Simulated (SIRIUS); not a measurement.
Runs of SIRIUS 7.12.0 on MoP. The structure is hexagonal, space group P-6m2 (No. 187). The conventional cell has a = 3.223 Å, b = 3.223 Å, c = 3.191 Å, α = 90.00°, β = 90.00°, γ = 120.00°. Mo (site symmetry -6m2) is surrounded by 6 P at 2.45 Å. Around P (site symmetry -6m2) lie 6 Mo at 2.45 Å. 

```csv
task,level,potentials or basis,spin,cell,cutoff (eV),smearing,muffin tin radii,basis cutoff (gk_cutoff),valence relativity,smallest sphere radius times basis cutoff,reference energy of the basis,other keys,gap on the mesh (eV),moment (μB),V0 of scaled cells (Å³/atom),B0 (GPa)
equation of state,RPBE,"all-electron FP-LAPW, apw+lo standard",off,as given,192,fermi-dirac 0.05 eV,"Mo 2.34, P 2.11 bohr",3.76 1/bohr,iora,7.93,-,-,-,-,14.70,214
single point,PBE,"all-electron FP-LAPW (ZORA valence), apw+lo standard","collinear, zero start",cell squeezed,189,gaussian 0.02 eV,"Mo 2.36, P 2.13 bohr",3.73 1/bohr,zora,7.94,0.46 Ha,-,none,0.00,-,-
equation of state,PBEsol,"all-electron FP-LAPW, apw+lo standard",off,as given,192,fermi-dirac 0.05 eV,"Mo 2.34, P 2.11 bohr",3.76 1/bohr,iora,7.93,-,-,-,-,(a),(b)
band structure,LDA-PZ,"all-electron FP-LAPW (Koelling-Harmon valence), apw+lo standard","collinear, zero start",as given,184,cold 0.05 eV,"Mo 2.39, P 2.16 bohr",3.68 1/bohr,koelling_harmon,7.95,0.43 Ha,-,-,0.00,-,-
equation of state,WC,"all-electron FP-LAPW, apw+lo standard",off,as given,192,fermi-dirac 0.05 eV,"Mo 2.34, P 2.11 bohr",3.76 1/bohr,iora,7.93,-,-,-,-,14.20,239
single point,WC,"all-electron FP-LAPW (no relativity for the valence), apw+lo standard",off,as given,184,gaussian 0.05 eV,"Mo 2.39, P 2.16 bohr",3.68 1/bohr,none,7.95,0.43 Ha,-,none,-,-,-
```

Alike in all rows: k mesh 10 × 10 × 8.

Problem. Fill in the values left out.

Solution. (a) 14.12; (b) 243.

Caveats: the cell was scaled at fixed shape and fractional positions, which overstates the stiffness of a crystal with free parameters, most of all of layers and chains (some runs); relativity is left out for the valence states, which matters for the heavier elements (some runs).

A k mesh can miss the band edges, and the runs leave out spin-orbit coupling on Mo.

A gap of «none» marks a metal or a gap under the smearing width.
